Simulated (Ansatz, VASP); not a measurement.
**TaN in VASP and in Ansatz**

File INCAR:

```
SYSTEM = TaN
PREC = Accurate
ENCUT = 520
EDIFF = 1E-7
ISMEAR = 0
SIGMA = 0.15
LREAL = .False.
LASPH = .True.
NELM = 80
ALGO = Normal
ISIF = 2
LWAVE = .False.
LCHARG = .True.
GGA = PS
LELF = .True.
LVHAR = .True.
NBANDS = 15
```

The input KPOINTS:

```
regular mesh
0
Gamma
  21 21 18
  0 0 0
```

File POSCAR:

```
TaN
1.0
    2.8272866554      0.0000000000      0.0000000000
   -1.4136433277      2.4485020673      0.0000000000
    0.0000000000      0.0000000000      2.9477290669
Ta N
1 1
Direct
    0.3333333333      0.6666666667      0.5000000000
    0.0000000000      0.0000000000      0.0000000000
```

Input for Ansatz:

```yaml
crystal:
  lattice:
    - [2.8272866554, 0.0, 0.0]
    - [-1.4136433277, 2.4485020673, 0.0]
    - [0.0, 0.0, 2.9477290669]
  atoms:
    - { symbol: Ta, position: [0.3333333333, 0.6666666667, 0.5] }
    - { symbol: "N", position: [0.0, 0.0, 0.0] }
basis:
  ecutwfc: 520.0
kpoints:
  mp_grid: { grid: [21, 21, 18] }
hamiltonian:
  xc: pbesol
scf:
  occupations: { method: gaussian, width: 0.15 }
output:
  forces: true
  stress: true
  eigenvalues: true
```

Alike in both runs: task single point; functional PBEsol; k mesh 21 × 21 × 18; occupations gaussian, width 0.15 eV; no spin polarisation.

|  | VASP | Ansatz |
| --- | --- | --- |
| version | VASP 6.6.1 | Ansatz 0.2.0 |
| potentials or method | VASP PAW PBE potentials, release 64 (Ta_pv, N) | scalar-relativistic, plane waves, PAW |
| plane-wave cutoff (eV) | 520 | 520 |
| valence electrons in the cell | 16 | 18 |

|  | VASP | Ansatz | Ansatz less VASP |
| --- | --- | --- | --- |
| gap on the k mesh at the Fermi level (eV) | none | none | - |
| pressure (GPa) | 16.1 | 15.0 | -1.04 |
| largest component of the traceless stress (GPa) | 26.53 | 26.66 | +0.129 |

A gap of «none» marks a metal or a gap that the smearing closes. The two sets of potentials don't hold the same shells in valence.

Caveats: so large a pressure means that the cell lies far from this level's equilibrium, or that cutoff or potentials fall short (VASP); the potentials were made for another functional, which shifts forces and pressure (VASP). Spin-orbit coupling is left out, which matters for the levels of Ta.
